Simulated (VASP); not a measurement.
# Cr (Cmcm) in VASP: a series of runs

One crystal, Cr, is run at these levels: PBE+D3(BJ); tasks: single point.

Everything below comes from runs of VASP 6.6.1. Logs are shortened: lines on timing, memory, paths and dates and some standing lists are left out, and cuts for length are marked.

### Step 1. The structure

Symmetry: Cmcm, No. 63, orthorhombic system. The conventional cell has a = 2.294 Å, b = 4.934 Å, c = 4.064 Å, α = 90.00°, β = 90.00°, γ = 90.00°. Around Cr (site symmetry m2m) lie 8 Cr at 2.29 to 2.62 Å.

This isn't the form of Cr at room conditions, which is bcc.

### Step 2. Single point, PBE+D3(BJ), collinear spin, typed start

Contents of INCAR:

```
SYSTEM = Cr
PREC = Accurate
ENCUT = 520
EDIFF = 1E-6
ISMEAR = 0
SIGMA = 0.1
LREAL = .FALSE.
LASPH = .TRUE.
NELM = 150
ALGO = Normal
ISIF = 2
LWAVE = .FALSE.
LCHARG = .FALSE.
ISPIN = 2
MAGMOM = 3 3
LORBIT = 11
LMAXMIX = 4
GGA = PE
IVDW = 12
NBANDS = 23
```

Contents of KPOINTS:

```
Automatic mesh
0
G
  8 8 4
  0 0 0
```

Contents of POSCAR:

```
Cr
1.0
    1.1470505050     -2.4670251200      0.0000000000
    1.1470505050      2.4670251200      0.0000000000
    0.0000000000      0.0000000000      4.0643107400
Cr
2
Direct
    0.1294674200      0.8705325800      0.7500000000
    0.8705325800      0.1294674200      0.2500000000
```

Potentials or basis: VASP PAW PBE potentials, release 64 (Cr_pv).

The run is started by

```sh
cat potpaw_PBE.64/Cr_pv/POTCAR > POTCAR
mpirun -np 1 vasp_std > vasp.out
```

OUTCAR:

```text
SYSTEM = Cr
   PREC = Accurate
   ENCUT = 520
   EDIFF = 1E-6
   ISMEAR = 0
   LREAL = .FALSE.
   LASPH = .TRUE.
   NELM = 150
   ISIF = 2
   ISPIN = 2
   LORBIT = 11
   GGA = PE
   IVDW = 12
 IVDW          = 12

 ion  position               nearest neighbor table
   1  0.129  0.871  0.750-   2 2.40   2 2.40   2 2.62   2 2.62   2 2.62   2 2.62
   2  0.871  0.129  0.250-   1 2.40   1 2.40   1 2.62   1 2.62   1 2.62   1 2.62

  LATTYP: Found a base centered orthorhombic cell.
 ALAT       =     2.2941010100
 B/A-ratio  =     2.1507554456
 C/A-ratio  =     1.7716354782

  Lattice vectors:

 A1 = (   1.1470505050,  -2.4670251200,   0.0000000000)
 A2 = (   1.1470505050,   2.4670251200,   0.0000000000)
 A3 = (   0.0000000000,   0.0000000000,   4.0643107400)

Analysis of symmetry for initial positions (statically):
=====================================================================
 Subroutine PRICEL returns:
 Original cell was already a primitive cell.

 Routine SETGRP: Setting up the symmetry group for a
 base centered orthorhombic supercell.

 Subroutine GETGRP returns: Found  8 space group operations
 (whereof  4 operations were pure point group operations)
 out of a pool of  8 trial point group operations.

The static configuration has the point symmetry C_2h.
 The point group associated with its full space group is D_2h.

Analysis of symmetry for dynamics (positions and initial velocities):
=====================================================================
 Subroutine PRICEL returns:
 Original cell was already a primitive cell.

 Routine SETGRP: Setting up the symmetry group for a
 base centered orthorhombic supercell.

 Subroutine GETGRP returns: Found  8 space group operations
 (whereof  4 operations were pure point group operations)
 out of a pool of  8 trial point group operations.

The dynamic configuration has the point symmetry C_2h.
 The point group associated with its full space group is D_2h.

Analysis of structural, dynamic, and magnetic symmetry:
=====================================================================
 Subroutine PRICEL returns:
 Original cell was already a primitive cell.

 Routine SETGRP: Setting up the symmetry group for a
 base centered orthorhombic supercell.

 Subroutine GETGRP returns: Found  8 space group operations
 (whereof  4 operations were pure point group operations)
 out of a pool of  8 trial point group operations.

The overall configuration has the point symmetry C_2h.
 The point group associated with its full space group is D_2h.

 Subroutine INISYM returns: Found  8 space group operations
 (whereof  4 operations are pure point group operations),
 and found     1 'primitive' translations

----------------------------------------------------------------------------------------

                                     Primitive cell

  volume of cell :      23.0024

  direct lattice vectors                    reciprocal lattice vectors
     1.147050505 -2.467025120  0.000000000     0.435900597 -0.202673250  0.000000000
     1.147050505  2.467025120  0.000000000     0.435900597  0.202673250  0.000000000
     0.000000000  0.000000000  4.064310740     0.000000000  0.000000000  0.246044179

  length of vectors
     2.720650254  2.720650254  4.064310740     0.480713820  0.480713820  0.246044179

  position of ions in fractional coordinates (direct lattice)
     0.129467420  0.870532580  0.750000000
     0.870532580  0.129467420  0.250000000

  ion indices of the primitive-cell ions
   primitive index   ion index
                 1           1
                 2           2

----------------------------------------------------------------------------------------

 KPOINTS: Automatic mesh

Automatic generation of k-mesh.
 Grid dimensions read from file:
 generate k-points for:    8    8    4

 Generating k-lattice:

  Cartesian coordinates                     Fractional coordinates (reciprocal lattice)
     0.054487575 -0.025334156  0.000000000     0.125000000 -0.000000000  0.000000000
     0.054487575  0.025334156  0.000000000    -0.000000000  0.125000000  0.000000000
     0.000000000  0.000000000  0.061511045     0.000000000  0.000000000  0.250000000

  Length of vectors
     0.060089228  0.060089228  0.061511045

  Shift w.r.t. Gamma in fractional coordinates (k-lattice)
     0.000000000  0.000000000  0.000000000

 Subroutine IBZKPT returns following result:
 ===========================================

 Found     63 irreducible k-points:

 Following reciprocal coordinates:
            Coordinates               Weight
  0.000000  0.000000  0.000000      1.000000
  0.125000  0.000000  0.000000      4.000000
  0.250000  0.000000  0.000000      4.000000
  0.375000  0.000000  0.000000      4.000000
  0.500000  0.000000  0.000000      2.000000
  0.125000  0.125000  0.000000      2.000000
[... 16 lines left out ...]
  0.125000  0.000000  0.250000      8.000000
  0.250000  0.000000  0.250000      8.000000
 [... further k-points ...]
   k-points           NKPTS =     63   k-points in BZ     NKDIM =     63   number of bands    NBANDS=     23
   number of dos      NEDOS =    301   number of ions     NIONS =      2
   total plane-waves  NPLWV =  12000
   dimension x,y,z NGX =    20 NGY =   20 NGZ =   30
   dimension x,y,z NGXF=    40 NGYF=   40 NGZF=   60
   ions per type =               2
   NGX,Y,Z   is equivalent  to a cutoff of  12.22, 12.22, 12.27 a.u.
   NGXF,Y,Z  is equivalent  to a cutoff of  24.44, 24.44, 24.54 a.u.
 SYSTEM =  Cr
   PREC   = accura    normal or accurate (medium, high low for compatibility)
   ISTART =      0    job   : 0-new  1-cont  2-samecut
   ICHARG =      2    charge: 1-file 2-atom 10-const
   ISPIN  =      2    spin polarized calculation?
   LNONCOLLINEAR =      F non collinear calculations
   LSORBIT =      F    spin-orbit coupling
   LASPH  =      T    aspherical Exc in radial PAW
   ENCUT  =  520.0 eV  38.22 Ry    6.18 a.u.   5.06  5.06  7.56*2*pi/ulx,y,z
   NELM   =    150;   NELMIN=  2; NELMDL= -5     # of ELM steps
   EDIFF  = 0.1E-05   stopping-criterion for ELM
   LREAL  =      F    real-space projection
   EDIFFG = 0.1E-04   stopping-criterion for IOM
   NSW    =      0    number of steps for IOM
   IBRION =     -1    ionic relax: 0-MD 1-quasi-New 2-CG
   NFREE  =      0    steps in history (QN), initial steepest desc. (CG)
   ISIF   =      2    stress and relaxation
   ISYM   =      2    0-nonsym 1-usesym 2-fastsym
   POTIM  = 0.5000    time-step for ionic-motion
   TEBEG  =    0.0;   TEEND  =   0.0 temperature during run
   PSTRESS=    0.0 pullay stress
   NELECT =      24.0000    total number of electrons
   NUPDOWN=      -1.0000    fix difference up-down
   EMIN   =  10.00;   EMAX   =-10.00  energy-range for DOS
   EFERMI =   0.00;   METHOD = LEGACY
   ISMEAR =     0;   SIGMA  =   0.10  broadening in eV -4-tet -1-fermi 0-gaus
   EFERMI_NEDOS =   21; number of points for ismear=-14 and -15
   IALGO  =     38    algorithm
   IMIX   =      4    mixing-type and parameters
     AMIX     =   0.40;   BMIX     =  1.00
     AMIX_MAG =   1.60;   BMIX_MAG =  1.00
  volume/ion in A,a.u.               =      11.50        77.61
  Fermi-wavevector in a.u.,A,eV,Ry     =   1.660431  3.137760 37.511698  2.757032
  Thomas-Fermi vector in A             =   2.747669
   LORBIT       =     11    0 simple, 1 ext, 2 COOP (PROOUT), +10 PAW based schemes
   GGA     = PE    functional components
   LHFCALC =     F    Hartree Fock is set to
   AEXX    =    0.0000 exact exchange contribution
   IVDW    =    12    specifies the selected vdW correction
   LEPSILON=     F    determine dielectric tensor
   LRPA    =     F    only Hartree local field effects (RPA)
 spin polarized calculation
 Gauss-broadening in eV      SIGMA  =   0.10
  energy-cutoff  :      520.00
  volume of cell :       23.00
 maximum number of plane-waves:       646
   NGX = 11   NGY = 11   NGZ = 15

 number of electron      23.9999987 magnetization       0.0009496

 Free energy of the ion-electron system (eV)
  ---------------------------------------------------
  ext. energy  EPLUGINS =         0.00000000
  ---------------------------------------------------
  free energy    TOTEN  =       -18.35464009 eV

  energy without entropy =      -18.33567500  energy(sigma->0) =      -18.34515755

 E-fermi :  11.0169     XC(G=0): -13.6701

 val. band max:       11.0060338984   @ k =   0.2500   0.1250   0.2500
 cond. band min:      11.0182202899   @ k =   0.3750   0.1250   0.0000
 fundamental gap:      0.0121863915
 Fermi energy:        11.0168661872

 spin component 1

 k-point     1 :       0.0000    0.0000    0.0000
  band No.  band energies     occupation
      1     -32.4675      1.00000
      2     -31.9372      1.00000
      3     -31.6890      1.00000
      4     -31.5089      1.00000
      5     -31.4537      1.00000
      6     -31.4424      1.00000
[... 15 lines left out ...]
     22      26.9121      0.00000
     23      31.4917      0.00000
[... 575 lines left out ...]
      1     -32.2537      1.00000
      2     -32.0772      1.00000
      3     -32.0063      1.00000
      4     -31.9211      1.00000
      5     -31.7539      1.00000
      6     -31.5862      1.00000
[... 15 lines left out ...]
     22      27.1583      0.00000
     23      28.2995      0.00000

 [... further k-points ...]

 spin component 2

 k-point     1 :       0.0000    0.0000    0.0000
  band No.  band energies     occupation
      1     -32.4670      1.00000
      2     -31.9367      1.00000
      3     -31.6885      1.00000
      4     -31.5085      1.00000
      5     -31.4533      1.00000
      6     -31.4420      1.00000
[... 15 lines left out ...]
     22      26.9123      0.00000
     23      31.4918      0.00000
[... 575 lines left out ...]
      1     -32.2533      1.00000
      2     -32.0768      1.00000
      3     -32.0060      1.00000
      4     -31.9206      1.00000
      5     -31.7534      1.00000
      6     -31.5857      1.00000
[... 15 lines left out ...]
     22      27.1584      0.00000
     23      28.2998      0.00000

 [... further k-points ...]

------------------------ aborting loop because EDIFF is reached ----------------------------------------

 Edisp (eV)   -0.99432

 E8    (eV) :    -0.4420

  FORCE on cell =-STRESS in cart. coord.  units (eV):
  Direction    XX          YY          ZZ          XY          YZ          ZX
  --------------------------------------------------------------------------------------
  -------------------------------------------------------------------------------------
  Total       0.27646    -0.74121     0.66274     0.00000     0.00000     0.00000
  in kB      19.25613   -51.62747    46.16157     0.00000     0.00000     0.00000
  external pressure =        4.60 kB  Pullay stress =        0.00 kB

 VOLUME and BASIS-vectors are now :
 -----------------------------------------------------------------------------
  energy-cutoff  :      520.00
  volume of cell :       23.00
      direct lattice vectors                 reciprocal lattice vectors
     1.147050505 -2.467025120  0.000000000     0.435900597 -0.202673250  0.000000000
     1.147050505  2.467025120  0.000000000     0.435900597  0.202673250  0.000000000
     0.000000000  0.000000000  4.064310740     0.000000000  0.000000000  0.246044179

 POSITION                                       TOTAL-FORCE (eV/Angst)
 -----------------------------------------------------------------------------------
      1.14705      1.82823      3.04823         0.000000     -0.098612      0.000000
      1.14705     -1.82823      1.01608         0.000000      0.098612     -0.000000
 -----------------------------------------------------------------------------------
    total drift:                               -0.000000     -0.000000     -0.000000

  FREE ENERGIE OF THE ION-ELECTRON SYSTEM (eV)
  ---------------------------------------------------
  free  energy   TOTEN  =       -19.3489587628 eV

  energy  without entropy=      -19.3299936663  energy(sigma->0) =      -19.33947621

 total charge

# of ion       s       p       d       tot
------------------------------------------
    1        0.445   6.395   4.271  11.111
    2        0.445   6.395   4.271  11.111
--------------------------------------------------
tot          0.890  12.790   8.543  22.223

 magnetization (x)

# of ion       s       p       d       tot
------------------------------------------
    1        0.000   0.000   0.000   0.000
    2        0.000   0.000   0.000   0.000
--------------------------------------------------
tot          0.000   0.000   0.001   0.001
```

Run time: 70 s. Hardware: 1 thread of Intel Xeon Platinum 8259CL at 2.50GHz (Skylake/Cascade Lake), shared host; peak memory 0.18 GiB.

What came out:

- Free energy: -19.3490 eV
- Pressure: 0.5 GPa
- Largest force: 0.099 eV/Å
- Band gap on the k mesh: none (metal or under the smearing width)
- Net moment: 0.00 μB per cell
- Valence electrons inside the program's atomic spheres: Cr 11.11
- Dispersion energy per atom: -0.497 eV

Forces on the atoms (eV/Å):
```
Cr   0.000 -0.099  0.000
Cr   0.000  0.099  0.000
```

Levels at points of the mesh, in eV from the Fermi level:
Spin up:
| k point | band 8 | band 9 | band 10 | band 11 | band 12 | band 13 | band 14 | band 15 | band 16 | band 17 |
| --- | --- | --- | --- | --- | --- | --- | --- | --- | --- | --- |
| (0.00, 0.00, 0.00) | -4.34 | -2.20 | -1.97 | -0.88 | 0.17 | 0.99 | 1.01 | 1.02 | 1.69 | 1.84 |
| (0.50, 0.00, 0.00) | -3.82 | -3.77 | -1.35 | -0.30 | 0.03 | 0.25 | 1.84 | 2.04 | 2.23 | 4.36 |
| (0.50, 0.50, 0.00) | -3.49 | -2.62 | -2.43 | -1.96 | -1.44 | 0.53 | 2.04 | 2.54 | 2.72 | 3.84 |
| (0.00, 0.00, 0.50) | -5.54 | -1.98 | -1.98 | -1.18 | -1.18 | 0.54 | 0.54 | 0.76 | 0.76 | 2.31 |
| (0.50, 0.00, 0.50) | -4.16 | -2.38 | -2.38 | 0.08 | 0.08 | 1.33 | 1.33 | 2.36 | 2.36 | 4.81 |
| (0.50, 0.50, 0.50) | -4.35 | -2.74 | -2.74 | 0.31 | 0.31 | 1.52 | 1.52 | 2.29 | 2.29 | 2.43 |
Spin down:
```tsv
k point	band 10	band 11	band 12	band 13	band 14	band 15
(0.00, 0.00, 0.00)	-1.97	-0.88	0.17	0.99	1.01	1.02
(0.50, 0.00, 0.00)	-1.35	-0.29	0.03	0.25	1.84	2.04
(0.50, 0.50, 0.00)	-2.43	-1.96	-1.44	0.53	2.04	2.54
(0.00, 0.00, 0.50)	-1.98	-1.18	-1.18	0.54	0.54	0.76
(0.50, 0.00, 0.50)	-2.38	0.08	0.08	1.33	1.33	2.36
(0.50, 0.50, 0.50)	-2.74	0.31	0.31	1.52	1.52	2.29
```

Caveat: the k mesh is coarse (spacing up to 0.39 Å⁻¹), so the values aren't converged; the starting moments collapsed, and a magnetic state may lie lower; pairwise dispersion overbinds metals, which lowers pressure and volume.

### Step 3. Single point, PBE+D3(BJ)

This run uses another cell than the first one, of the same volume but with other edges.

Contents of INCAR:

```
SYSTEM = Cr
PREC = Accurate ; ENCUT = 520
EDIFF = 1E-6 ; ISMEAR = 0
SIGMA = 0.1 ; LREAL = .FALSE.
LASPH = .TRUE. ; NELM = 100
ALGO = Fast ; ISIF = 2
LWAVE = .FALSE. ; LCHARG = .TRUE.
GGA = PE ; IVDW = 12
LELF = .TRUE. ; LVHAR = .TRUE.
NBANDS = 19
```

Contents of KPOINTS:

```
regular mesh
0
G
  20 20 10
  0 0 0
```

Contents of POSCAR:

```
Cr
1.0
    1.1409752956     -2.4096206304      0.0000000000
    1.1409752956      2.4096206304      0.0000000000
    0.0000000000      0.0000000000      4.1835735559
Cr
2
Direct
    0.1392664823      0.8607335177      0.7500000000
    0.8607335177      0.1392664823      0.2500000000
```

Potentials or basis: VASP PAW PBE potentials, release 64 (Cr_pv).

The run is started by

```sh
cat potpaw_PBE.64/Cr_pv/POTCAR > POTCAR
mpirun -np 1 vasp_std > vasp.out
```

Run time: 3.5 min. Hardware: 1 thread of Intel Xeon Platinum 8488C (Sapphire Rapids), shared host; peak memory 0.33 GiB.

The run converged. Its results:

```
Free energy                : -19.3855 eV
Pressure                   : -0.4 GPa
Largest force              : 0.004 eV/Å
Band gap on the k mesh     : none (metal or under the smearing width)
Dispersion energy per atom : -0.497 eV
```

Forces on the atoms (eV/Å):
```
Cr   0.000  0.004  0.000
Cr   0.000 -0.004  0.000
```

Stress tensor (GPa, compression positive):
```
-0.37  0.00  0.00
 0.00 -0.29  0.00
 0.00  0.00 -0.45
```

Levels at points of the mesh, in eV from the Fermi level:
```
           k point  band 10  band 11  band 12  band 13  band 14  band 15
(0.00, 0.00, 0.00)    -1.83    -0.43    -0.22     0.51     0.97     1.06
(0.50, 0.00, 0.00)    -1.31    -0.20    -0.13     0.24     2.13     2.20
(0.50, 0.50, 0.00)    -2.19    -1.83    -1.39     0.65     2.29     2.66
(0.00, 0.00, 0.50)    -1.92    -1.32    -1.32     0.66     0.66     0.97
(0.50, 0.00, 0.50)    -2.41     0.25     0.25     1.31     1.31     2.52
(0.50, 0.50, 0.50)    -2.78     0.47     0.47     1.58     1.58     2.48
```

Caveat: the run has no spin polarisation, though such a crystal can be magnetic; pairwise dispersion overbinds metals, which lowers pressure and volume. Spin polarisation is off, so any magnetic state and its effect on volume and gap are missing.
